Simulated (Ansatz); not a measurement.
**C with nitrogen replacing C: gradients before and after relaxing the atoms**

Start: a supercell of C (space group P6_3mc) built from a structure deposited in the COD (the entry's cell lengths or inner coordinates differ somewhat from later room-temperature determinations), with all atoms left at the host's positions.

```cif
data_C35N
_symmetry_space_group_name_H-M 'P3m1'
_symmetry_Int_Tables_number 156
_cell_length_a 7.4100
_cell_length_b 7.4100
_cell_length_c 6.7900
_cell_angle_alpha 90.000
_cell_angle_beta 90.000
_cell_angle_gamma 120.000
loop_
_atom_site_label
_atom_site_type_symbol
_atom_site_symmetry_multiplicity
_atom_site_Wyckoff_symbol
_atom_site_fract_x
_atom_site_fract_y
_atom_site_fract_z
C1 C 3 d 0.8889 0.7778 0.0000
C3 C 3 d 0.8889 0.4444 0.0000
C4 C 3 d 0.2222 0.7778 0.0000
C10 C 3 d 0.8889 0.7778 0.5000
C12 C 3 d 0.8889 0.4444 0.5000
C13 C 3 d 0.2222 0.7778 0.5000
N N 1 a 0.0000 0.0000 0.0050
C20 C 6 e 0.0000 0.3333 0.0050
C24 C 1 b 0.3333 0.6667 0.0050
C26 C 1 c 0.6667 0.3333 0.0050
C28 C 3 d 0.1111 0.8889 0.5050
C30 C 3 d 0.1111 0.5556 0.5050
C32 C 3 d 0.4444 0.2222 0.5050
```

One atom of each set is listed.

The numbers come from a DFT calculation in Ansatz (PBE, plane waves and PAW, scalar-relativistic, 420 eV cutoff, Γ-centred 3×3×3 k-points, Fermi–Dirac smearing 0.01 eV, cell charge +1).

The largest force at the start is 0.73 eV/Å. Relaxing the ions at fixed cell moves them by 0.022 Å at most (atom 20, C) and 0.018 Å rms.

```json
{"site": "C1", "moved (Å)": "0.018", "first shell before": "2 C at 1.43 Å, 1 N at 1.43 Å", "first shell after": "1 N at 1.41 Å, 2 C at 1.43 Å", "V_zz before (10²¹ V/m²)": "-2.78", "η before": "0.31"}
{"site": "C3", "moved (Å)": "0.015", "first shell before": "3 C at 1.43 Å", "first shell after": "3 C at 1.42–1.44 Å", "V_zz before (10²¹ V/m²)": "2.22", "η before": "0.15"}
{"site": "C4", "moved (Å)": "0.015", "first shell before": "3 C at 1.43 Å", "first shell after": "3 C at 1.42 Å", "V_zz before (10²¹ V/m²)": "2.76", "η before": "0.03"}
{"site": "C10", "moved (Å)": "0.020", "first shell before": "3 C at 1.43 Å", "first shell after": "3 C at 1.43 Å", "V_zz before (10²¹ V/m²)": "2.55", "η before": "0.00"}
{"site": "C13", "moved (Å)": "0.020", "first shell before": "3 C at 1.43 Å", "first shell after": "3 C at 1.43 Å", "V_zz before (10²¹ V/m²)": "2.55", "η before": "0.00"}
{"site": "N", "moved (Å)": "0.019", "first shell before": "3 C at 1.43 Å", "first shell after": "3 C at 1.41 Å", "V_zz before (10²¹ V/m²)": "-4.81", "η before": "0.00"}
{"site": "C20", "moved (Å)": "0.022", "first shell before": "3 C at 1.43 Å", "first shell after": "3 C at 1.42–1.44 Å", "V_zz before (10²¹ V/m²)": "1.79", "η before": "0.37"}
{"site": "C24", "moved (Å)": "0.020", "first shell before": "3 C at 1.43 Å", "first shell after": "3 C at 1.42 Å", "V_zz before (10²¹ V/m²)": "2.01", "η before": "0.00"}
{"site": "C26", "moved (Å)": "0.020", "first shell before": "3 C at 1.43 Å", "first shell after": "3 C at 1.42 Å", "V_zz before (10²¹ V/m²)": "2.33", "η before": "0.00"}
{"site": "C28", "moved (Å)": "0.014", "first shell before": "3 C at 1.43 Å", "first shell after": "3 C at 1.43 Å", "V_zz before (10²¹ V/m²)": "2.56", "η before": "0.00"}
```

**Question.** What are V_zz and η after the relaxation?

**Answer.** 

| site | V_zz after | η after | change of V_zz |
| --- | --- | --- | --- |
| C1 | -2.71 | 0.29 | +0.07 |
| C3 | 2.18 | 0.21 | -0.04 |
| C4 | 2.77 | 0.01 | +0.01 |
| C10 | 2.53 | 0.01 | -0.02 |
| C13 | 2.54 | 0.01 | -0.01 |
| N | -4.64 | 0.00 | +0.17 |
| C20 | 1.77 | 0.39 | -0.02 |
| C24 | 1.96 | 0.00 | -0.05 |
| C26 | 2.35 | 0.00 | +0.02 |
| C28 | 2.55 | 0.01 | -0.01 |

The largest change of V_zz is on N, from -4.81 to -4.64. In per cent, |V_zz| changes by -3 to +1 on C, -4 on N (all sites that start above 0.5). The table leaves out 3 of the 13 sites, with |V_zz| up to 2.60; their tensors move by 0.01 at most along any direction. The statements above cover all sites.

The defect repeats with the cell of 36 atoms, so it feels its images: sites between two images don't show the values beside a lone defect, and zeros or small values of η there can come from the images' arrangement. C carries a gradient in the pure host already, so the values there aren't the defect's effect alone. A uniform background compensates the cell's charge.
Before: The neighbours have not yet relaxed around the defect (largest force 0.73 eV/Å), so a real crystal will differ.
After: The relaxation keeps the site symmetry 3m of the start, so the impurity can move only along its axis; a start off the site could end lower.
